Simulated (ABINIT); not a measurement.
Runs of ABINIT 10.8.3 (patched build) on BeS. Symmetry: F-43m, No. 216, cubic system. The conventional cell has a = 4.850 Å, b = 4.850 Å, c = 4.850 Å, α = 90.00°, β = 90.00°, γ = 90.00°. S (site symmetry -43m) has 4 Be at 2.10 Å as nearest neighbours. Be (site symmetry -43m) is surrounded by 4 S at 2.10 Å. 

| task | level | potentials or basis | cutoff (eV) | fine-grid cutoff | gap on the mesh (eV) | pressure (GPa) | V0 of scaled cells (Å³/atom) | B0 (GPa) |
| --- | --- | --- | --- | --- | --- | --- | --- | --- |
| band structure | LDA | JTH PAW LDA v2.0 | 544 | 1088.46 eV | 2.99 | (b) | - | - |
| band structure | PBE | JTH PAW PBE v2.0 | 544 | 1088.46 eV | 3.20 | 1.4 | - | - |
| band structure | PBEsol | JTH PAW PBE v2.0 | 544 | 1088.46 eV | 3.02 | -0.8 | - | - |
| band structure | r2SCAN | JTH PAW PBE v2.0 | 653 | 1251.72 eV | 3.67 | 1.1 | - | - |
| equation of state | r2SCAN | JTH PAW PBE v2.0 | 653 | 1251.72 eV | - | - | 14.44 | 97 |
| equation of state | PBEsol | JTH PAW PBE v2.0 | 544 | 1088.46 eV | - | - | 14.15 | 97 |
| band structure | TB-mBJ | JTH PAW LDA v2.0 | 653 | 1251.72 eV | 4.20 | - | - | - |
| equation of state | LDA | JTH PAW LDA v2.0 | 544 | 1088.46 eV | - | - | 13.80 | (a) |

Alike in all rows: no spin polarisation; cell as given; k mesh 9 × 9 × 9; smearing fermi-dirac 0.05 eV.

**Question.** Estimate the missing entries.

**Answer.** (a) 103; (b) -3.3.

Caveats: the mesh misses the band edges, which the band path finds closer together (some runs); the PAW data sets were made with another functional, which shifts forces and pressure a little (some runs); pressures at fixed basis lie under the slope of the energies (some runs); the constant c of TB-mBJ comes from the pseudo density here, which moves gaps by up to 0.3 eV between sets of potentials (some runs).
